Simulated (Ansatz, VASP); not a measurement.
# Si6H4C: VASP beside Ansatz, part 2 of 2

Wanted: the spread between two codes on one cell, functional and k mesh. The cell is taken from a series of runs on this material, whose earlier steps may have relaxed, scaled, displaced or heated it; both programs get it as it stands.

VASP 6.6.1 and Ansatz 0.2.0.

So far: Starting point; VASP: single point, PBE.

## (3) Ansatz: single point, PBE

Level of this step: Ansatz beside VASP: Kohn-Sham DFT, plane waves, PBE (Ansatz).

Ansatz runs on its default PAW (the set named soft_2) files.

The same cell, functional, mesh and smearing now go to Ansatz, which takes its cutoff from its data sets.

input.yaml

```yaml
crystal:
  lattice:
    - [7.6791796437, 0.0, 0.0]
    - [3.8395898218, 6.6503646517, 0.0]
    - [0.0, 0.0, 24.6937769138]
  atoms:
    - { symbol: H, position: [0.1216183681, 0.0210441114, 0.723906225] }
    - { symbol: H, position: [0.8574582281, 0.1215693239, 0.7239164363] }
    - { symbol: H, position: [0.0210951684, 0.85740759, 0.7239151968] }
    - { symbol: H, position: [0.6216183681, 0.0210441114, 0.723906225] }
    - { symbol: H, position: [0.3574582281, 0.1215693239, 0.7239164363] }
    - { symbol: H, position: [0.5210951684, 0.85740759, 0.7239151968] }
    - { symbol: H, position: [0.1216183681, 0.5210441114, 0.723906225] }
    - { symbol: H, position: [0.8574582281, 0.6215693239, 0.7239164363] }
    - { symbol: H, position: [0.0210951684, 0.35740759, 0.7239151968] }
    - { symbol: H, position: [0.6216183681, 0.5210441114, 0.723906225] }
    - { symbol: H, position: [0.3574582281, 0.6215693239, 0.7239164363] }
    - { symbol: H, position: [0.5210951684, 0.35740759, 0.7239151968] }
    - { symbol: C, position: [4.86201e-05, 6.7044e-06, 0.708008716] }
    - { symbol: C, position: [0.5000486201, 6.7044e-06, 0.708008716] }
    - { symbol: C, position: [4.86201e-05, 0.5000067044, 0.708008716] }
    - { symbol: C_h, position: [0.5000486201, 0.5000067044, 0.708008716] }
    - { symbol: Si_h, position: [2.49387e-05, 4.1481e-06, 0.6303624527] }
    - { symbol: Si, position: [0.5000249387, 4.1481e-06, 0.6303624527] }
    - { symbol: Si, position: [2.49387e-05, 0.5000041481, 0.6303624527] }
    - { symbol: Si_h, position: [0.5000249387, 0.5000041481, 0.6303624527] }
    - { symbol: Si_h, position: [0.8333568204, 0.333337016, 0.5978702905] }
    - { symbol: Si, position: [0.3333568204, 0.333337016, 0.5978702905] }
    - { symbol: Si, position: [0.8333568204, 0.833337016, 0.5978702905] }
    - { symbol: Si, position: [0.3333568204, 0.833337016, 0.5978702905] }
    - { symbol: Si, position: [0.8333495896, 0.3333347156, 0.5022540688] }
    - { symbol: Si, position: [0.3333495896, 0.3333347156, 0.5022540688] }
    - { symbol: Si, position: [0.8333495896, 0.8333347156, 0.5022540688] }
    - { symbol: Si, position: [0.3333495896, 0.8333347156, 0.5022540688] }
    - { symbol: Si_h, position: [0.1666812441, 0.1666677565, 0.469931234] }
    - { symbol: Si, position: [0.6666812441, 0.1666677565, 0.469931234] }
    - { symbol: Si, position: [0.1666812441, 0.6666677565, 0.469931234] }
    - { symbol: Si, position: [0.6666812441, 0.6666677565, 0.469931234] }
    - { symbol: Si, position: [0.166666667, 0.166666667, 0.374335324] }
    - { symbol: Si, position: [0.666666667, 0.166666667, 0.374335324] }
    - { symbol: Si, position: [0.166666667, 0.666666667, 0.374335324] }
    - { symbol: Si, position: [0.666666667, 0.666666667, 0.374335324] }
    - { symbol: Si, position: [0.0, 0.0, 0.342596438] }
    - { symbol: Si, position: [0.5, 0.0, 0.342596438] }
    - { symbol: Si, position: [0.0, 0.5, 0.342596438] }
    - { symbol: Si, position: [0.5, 0.5, 0.342596438] }
    - { symbol: H, position: [0.0, 0.0, 0.28347223] }
    - { symbol: H, position: [0.5, 0.0, 0.28347223] }
    - { symbol: H, position: [0.0, 0.5, 0.28347223] }
    - { symbol: H, position: [0.5, 0.5, 0.28347223] }
kpoints:
  mp_grid: { grid: [3, 3, 1] }
scf:
  occupations: { method: fermi_dirac, width: 0.02 }
  n_extra_bands: 30
hamiltonian:
  xc: pbe
  pseudopotentials: { kind: paw }
output:
  forces: true
  write_potential: true
  volumetric_format: []
  core_levels:
    shells: { C_h: "1s", Si_h: "2p" }
    counted_from: conduction_bottom
    add_spin: false
efield:
  axis: 3
  dipole_correction: true
```

Started as:

```
ansatz run input.yaml --threads 4 --pin off --max-ram 11264MiB --backend cpu --events-out ev --progress --plain --runs-dir out
```

Numbers of over 12 decimals in the logs are rounded to 6 here.

Log:

```text
scf.n_extra_bands = 30 over 64 filled bands (N_el = 128.0): the run solves 94 bands
Engine: ansatz 0.2.0, aarch64-unknown-linux-gnu
Pseudopotentials: kind: paw
Pseudopotential: H, paw, valence charge 1, recommended cutoff 420 eV (normal), H.paw.azcp
Pseudopotential: C, paw, valence charge 4, recommended cutoff 420 eV (normal), C.paw.azcp
Pseudopotential: Si, paw, valence charge 4, recommended cutoff 420 eV (normal), Si.paw.azcp
Functional definition: PBE
  parameter kappa = 0.804
  parameter beta = 0.066725
  exchange = pbe_x(kappa = kappa, mu = beta*pi^2/3)
  correlation = pbe_c(beta = beta)
Crystal: 44 atoms, lattice volume = 1261.095 Å³
Basis set: ecut = 420 eV, 24641 PW (Γ), exchange–correlation on 108×108×360 points (8 copies of the dense FFT grid, shifted against one another)
Bands: 94, of which v1, the nominal top of the filled ones, is band 64 counted from 1 (63 counted from 0)
Symmetry: 1 space group operations
Space group: P1 (ITA 1), of the structure as read, at distance tolerance 1.1e-4 Å
k-points: 5 of 9 (time reversal used)
Non-local potential: H, projectors of the file, l = 0: 2, l = 1: 1
Non-local potential: C, projectors of the file, l = 0: 2, l = 1: 2, l = 2: 1
Non-local potential: Si, projectors of the file, l = 0: 2, l = 1: 2, l = 2: 2
PAW form: soft (Blöchl's): semilocal exchange-correlation on the pseudo side does not see the compensation charge
PAW one-centre angular grid: H, 110 points (default); XC on 64 Gauss nodes
PAW one-centre angular grid: C, 110 points (default); XC on 64 Gauss nodes
PAW one-centre angular grid: Si, 110 points (default); XC on 64 Gauss nodes
Initial density: superposition of atomic densities (neutral atoms: chi_scale 0, normalization atom), corrected by the library's trained network
Initial wavefunctions: pseudopotential atomic-orbital guess
Functional: x = pbe(κ = 0.804, μ = 0.219515), c = pbe(β = 0.066725)
SCF iter   1: F=—  HF=-16519.576803 eV  |F-HF|=—  |Δ(HF+E_count)|=         —  Δρ=2.36e-3  dr2=6.86e-1  ethr=1.77e-3  p=0.200 e·Å  D=2.87e-2 V/Å  ΔV_dip=-0.71 eV  dr2_dipole=6.86e-5  V_vac-E_F(+/−)=3.00/3.69 eV  ⟨swp⟩=10.4  Hψ=3017  notcnv=0  defer=29
efield: sawtooth ramp at fractional position 0.9537 (placed from the atoms, in the widest stretch of the axis that holds none; the zero of the levels goes with the place), width 0.1000; the density the first Hamiltonian is built on has a dipole p = 0.200 e·Å; the dipole correction subtracts the counter field D = 2.87e-2 V/Å, which shifts the + side's vacuum level by -0.71 eV against the − side's; the planar-averaged density in the ramp window peaks in size at 1.7e-4 e/Å³
preconditioner: auto → Resta (q_TF=auto, 1.863 Å⁻¹)  ε∞=2.8  [insulator: Δε(μ)=1.099 eV  Ē_g=8.819 eV  σ=0.020 eV  W_gap=1.00  n_scr=134 (ndim 8)  ℏωp=11.8 eV  f_vac=0.470  D(μ)=0.00/eV (n_scr^D=0)  ε∞_Penn≈2.8  vacuum switching on, ρ_ref=5.6e-3 e/Å³]
SCF iter   2: F=—  HF=-16519.486947 eV  |F-HF|=—  |Δ(HF+E_count)|=   8.99e-2  Δρ=1.08e-3  dr2=5.05e-2  ethr=5.36e-4  p=0.198 e·Å  D=2.83e-2 V/Å  ΔV_dip=-0.70 eV  dr2_dipole=3.27e-4  V_vac-E_F(+/−)=3.42/4.11 eV  ⟨swp⟩=3.6  Hψ=664  notcnv=0  defer=111
SCF iter   3: F=—  HF=-16519.483544 eV  |F-HF|=—  |Δ(HF+E_count)|=   3.40e-3  Δρ=4.49e-4  dr2=4.22e-3  ethr=3.94e-5  p=0.206 e·Å  D=2.96e-2 V/Å  ΔV_dip=-0.73 eV  dr2_dipole=3.07e-5  V_vac-E_F(+/−)=3.33/4.06 eV  ⟨swp⟩=3.2  Hψ=602  notcnv=0  defer=111
SCF iter   4: F=—  HF=-16519.486489 eV  |F-HF|=—  |Δ(HF+E_count)|=   2.94e-3  Δρ=2.23e-4  dr2=1.49e-3  ethr=3.30e-6  p=0.216 e·Å  D=3.09e-2 V/Å  ΔV_dip=-0.76 eV  dr2_dipole=4.97e-4  V_vac-E_F(+/−)=3.32/4.08 eV  ⟨swp⟩=2.0  Hψ=718  notcnv=0  defer=111
SCF iter   5: F=—  HF=-16519.486286 eV  |F-HF|=—  |Δ(HF+E_count)|=   2.02e-4  Δρ=7.36e-5  dr2=3.16e-4  ethr=1.16e-6  p=0.230 e·Å  D=3.30e-2 V/Å  ΔV_dip=-0.81 eV  dr2_dipole=9.32e-5  V_vac-E_F(+/−)=3.30/4.11 eV  ⟨swp⟩=2.0  Hψ=679  notcnv=0  defer=111
SCF iter   6: F=—  HF=-16519.486266 eV  |F-HF|=—  |Δ(HF+E_count)|=   2.00e-5  Δρ=3.25e-5  dr2=2.40e-5  ethr=2.47e-7  p=0.227 e·Å  D=3.25e-2 V/Å  ΔV_dip=-0.80 eV  dr2_dipole=6.53e-6  V_vac-E_F(+/−)=3.30/4.11 eV  ⟨swp⟩=2.2  Hψ=493  notcnv=0  defer=111
SCF iter   7: F=—  HF=-16519.486286 eV  |F-HF|=—  |Δ(HF+E_count)|=   1.95e-5  Δρ=1.25e-5  dr2=3.74e-6  ethr=1.87e-8  p=0.229 e·Å  D=3.29e-2 V/Å  ΔV_dip=-0.81 eV  dr2_dipole=8.48e-9  V_vac-E_F(+/−)=3.30/4.11 eV  ⟨swp⟩=2.0  Hψ=700  notcnv=0  defer=111
SCF iter   8: F=—  HF=-16519.486291 eV  |F-HF|=—  |Δ(HF+E_count)|=   5.61e-6  Δρ=4.23e-6  dr2=3.84e-7  ethr=2.92e-9  p=0.230 e·Å  D=3.30e-2 V/Å  ΔV_dip=-0.81 eV  dr2_dipole=5.05e-9  V_vac-E_F(+/−)=3.30/4.11 eV  ⟨swp⟩=2.0  Hψ=661  notcnv=0  defer=111
SCF iter   9: F=-16519.486292 eV  HF=-16519.486292 eV  |F-HF|=1.27e-8  |Δ(HF+E_count)|=   4.76e-7  Δρ=1.50e-6  dr2=4.60e-8  ethr=7.81e-11  p=0.230 e·Å  D=3.30e-2 V/Å  ΔV_dip=-0.81 eV  dr2_dipole=2.80e-10  V_vac-E_F(+/−)=3.30/4.11 eV  ⟨swp⟩=22.8  Hψ=4932  notcnv=0
[...]
── core hole 1/5: 1s of C_h 15 ──
── 1s of C_h 15: 284.453 eV over the cell without the hole, in 14 iterations ──
── core hole 2/5: 2p of Si_h 16 ──
── 2p of Si_h 16: 100.171 eV over the cell without the hole, in 15 iterations ──
── core hole 3/5: 2p of Si_h 19 ──
── 2p of Si_h 19: 100.171 eV over the cell without the hole, in 15 iterations ──
── core hole 4/5: 2p of Si_h 20 ──
── 2p of Si_h 20: 99.883 eV over the cell without the hole, in 14 iterations ──
── core hole 5/5: 2p of Si_h 28 ──
── 2p of Si_h 28: 99.923 eV over the cell without the hole, in 14 iterations ──
SCF converged after 9 iterations
Free energy (F): -16519.486292 eV
Harris-Foulkes:  -16519.486292 eV  (|F-HF|=1.27e-8)
Internal energy: -16519.486292 eV  (E = F + TS)
E sigma→0 (E₀):  -16519.486292 eV
Fermi energy:    0.793656 eV
Dipole field:    D = 0.032980 V/Å  (p = 0.229848 e·Å, saw-weighted, corrected)
Work function:   Φ+ = 3.2963 eV   Φ− = 4.1107 eV
Levels:          The Fermi level and band energies are counted from a zero that moves with the ramp; work functions are not
--- Per-component energies (eV) ---
  E_band       = -677.020666
  E_kinetic    = 1556.003039
  E_local      = -33542.467128  (includes V_loc(G=0)·N_el)
  E_nonlocal   = 758.402646
  E_hartree    = 16099.346762
  E_xc         = -1661.230339
  E_vxc        = -1545.714037  (∫ρ·V_xc dr)
  E_paw        = -12714.651452  (= ΣΔE_a)
  E_vpaw       = -99.181465  (= ΣTr[D̂ρ^β])
  E_aug_tail   = -0.021388  (compensation charges beyond the density's cutoff)
  E_efield     = 0.003790  (sawtooth field / dipole correction)
  E_vefield    = -2.723697  (∫n·V_field dr)
  E_ewald      = 12985.127778
  E_smearing   = -0.000000  (= −TS)
  E_closure    = 0.000000  (closes the sum)
  Σ components = -16519.486292   (vs F -16519.486292, Δ=0.00e0)
--- Forces (eV/Å), atoms counted from 1 ---
  atom   1  H        0.00228254     0.00077798     0.00012571
  atom   2  H       -0.00190275     0.00161322     0.00011321
  atom   3  H       -0.00054157    -0.00241090     0.00012612
  atom   4  H        0.00228229     0.00077806     0.00012569
  atom   5  H       -0.00190247     0.00161301     0.00011311
  atom   6  H       -0.00054162    -0.00241105     0.00012627
  atom   7  H        0.00228270     0.00077797     0.00012585
  atom   8  H       -0.00190285     0.00161323     0.00011335
  atom   9  H       -0.00054152    -0.00241064     0.00012603
  atom  10  H        0.00228223     0.00077807     0.00012560
  atom  11  H       -0.00190245     0.00161313     0.00011310
  atom  12  H       -0.00054167    -0.00241121     0.00012632
  atom  13  C        0.00001450    -0.00000119     0.00033839
  atom  14  C        0.00001497    -0.00000042     0.00033865
  atom  15  C        0.00001443    -0.00000152     0.00033889
  atom  16  C_h      0.00001480    -0.00000053     0.00033839
  atom  17  Si_h     0.00000951    -0.00000813    -0.00023003
  atom  18  Si       0.00000967    -0.00000820    -0.00023006
  atom  19  Si       0.00000942    -0.00000819    -0.00023012
  atom  20  Si_h     0.00000954    -0.00000842    -0.00022991
  atom  21  Si_h    -0.00000144     0.00000798     0.00069654
  atom  22  Si      -0.00000088     0.00000800     0.00069650
  atom  23  Si      -0.00000144     0.00000827     0.00069661
  atom  24  Si      -0.00000119     0.00000812     0.00069629
  atom  25  Si      -0.00003066    -0.00000348     0.00014814
  atom  26  Si      -0.00003054    -0.00000361     0.00014808
  atom  27  Si      -0.00003072    -0.00000348     0.00014805
  atom  28  Si      -0.00003056    -0.00000358     0.00014796
  atom  29  Si_h     0.00002173     0.00001138     0.00013887
[...]
atom  37  Si      -0.00004798    -0.00000357     0.85050375
  atom  38  Si      -0.00004795    -0.00000350     0.85050381
  atom  39  Si      -0.00004796    -0.00000375     0.85050385
  atom  40  Si      -0.00004787    -0.00000380     0.85050395
  atom  41  H        0.00004401     0.00000340    -0.77619342
  atom  42  H        0.00004419     0.00000355    -0.77619349
  atom  43  H        0.00004396     0.00000353    -0.77619338
  atom  44  H        0.00004417     0.00000322    -0.77619340
  max |Σ_I F_I| component: 1.87e-4 eV/Å
--- Band table (eV; the first three rows and the last of 5) ---
  k-point 0: bands = [... 60 lower, -0.1701, -0.1701, 0.2567, 0.2567, 1.3387, 1.3387, 1.3387, 1.9404, ... 26 higher]
  k-point 1: bands = [... 60 lower, -1.0525, -0.7741, -0.6631, -0.1419, 1.4916, 2.0891, 2.2596, 2.2632, ... 26 higher]
  k-point 2: bands = [... 60 lower, -1.0525, -0.7741, -0.6631, -0.1419, 1.4917, 2.0891, 2.2592, 2.2634, ... 26 higher]
  k-point 4: bands = [... 60 lower, -1.6217, -0.9568, -0.9567, -0.9566, 2.6114, 2.8195, 2.8196, 2.8197, ... 26 higher]
--- Core levels from the conduction bottom, as differences alone (as output.core_levels.counted_from types it; a hole's nearest image at 7.7 Å) ---
  the holes have no spin, as output.core_levels.add_spin types it
  atom         alike  shell      binding/eV   shift/eV difference/eV images/eV   SCF
  C_h 15           1     1s               –     +0.000       284.453         –    14
  Si_h 16          1     2p               –     +0.000       100.171         –    15
  Si_h 19          1     2p               –     -0.000       100.171         –    15
  Si_h 20          1     2p               –     -0.288        99.883         –    14
  Si_h 28          1     2p               –     -0.248        99.923         –    14
  the dataset of C_h with a 1s hole: scattering error 0.003 eV (0.001 eV in the local channel); free atom: scalar-relativistic, large and small components
  the dataset of Si_h with a 2p hole: scattering error 0.000 eV (0.000 eV in the local channel); free atom: scalar-relativistic, large and small components
  the two lines of Si_h's 2p: 2p1/2 +0.408 eV and 2p3/2 -0.204 eV off its levels, 1 : 2 in strength
```

## (4) Differences

Known differences besides the potentials themselves: the cutoff is 420 eV in Ansatz and 520 eV in VASP (PREC = Accurate, projectors in real space). Total energies have different zeros and are not compared.

Both answers:

| quantity | Ansatz | VASP | difference |
| --- | --- | --- | --- |
| gap on the k mesh (eV) | 1.082 | 1.084 | -0.002 |

Forces on 10 of the 44 atoms, those with the largest forces and the largest differences (eV/Å; atoms numbered as in POSCAR):

| atom | Ansatz x, y, z | VASP x, y, z |
| --- | --- | --- |
| H1 | 0.002, 0.001, 0.000 | 0.025, 0.004, 0.008 |
| H4 | 0.002, 0.001, 0.000 | 0.025, 0.004, 0.008 |
| H10 | 0.002, 0.001, 0.000 | 0.025, 0.004, 0.008 |
| H13 | 0.000, 0.000, -0.776 | 0.000, 0.000, -0.762 |
| H14 | 0.000, 0.000, -0.776 | 0.000, 0.000, -0.762 |
| H16 | 0.000, 0.000, -0.776 | 0.000, 0.000, -0.762 |
| Si41 | 0.000, 0.000, 0.851 | 0.000, 0.000, 0.837 |
| Si42 | 0.000, 0.000, 0.851 | 0.000, 0.000, 0.837 |
| Si43 | 0.000, 0.000, 0.851 | 0.000, 0.000, 0.837 |
| Si44 | 0.000, 0.000, 0.851 | 0.000, 0.000, 0.837 |

The forces differ by 8.7 meV/Å r.m.s., which is 4.4 % of the r.m.s. force of 0.198 eV/Å (both taken over all components). A gap on the mesh is an upper bound, since the band edges may lie between its points. Where the cell holds vacuum, a pressure given here is an average over it and none of the material.

## (5) Summary of results

```yaml
r_m_s_force_difference_single_point_pbe: 8.7 meV/Å
```

**Reading.** The r.m.s. force difference is 8.7 meV/Å (single point, PBE), within the 12 meV/Å picked in this series as the mark of a large difference. How closely two codes agree says nothing of how well the functional describes the real material.

[Lines on the potential files, build, host, timing and source positions are cut from VASP's logs without a mark.]

[Logs are printed without paths, hosts, clocks, repeated set-up lines and the standing remarks that a program may print on its own settings, such as how far it seeks lower states.]

[Hosts, paths, dates, database ids (printed as entryN), source tags and the programs' standing remarks are cut or masked in the printed files.]
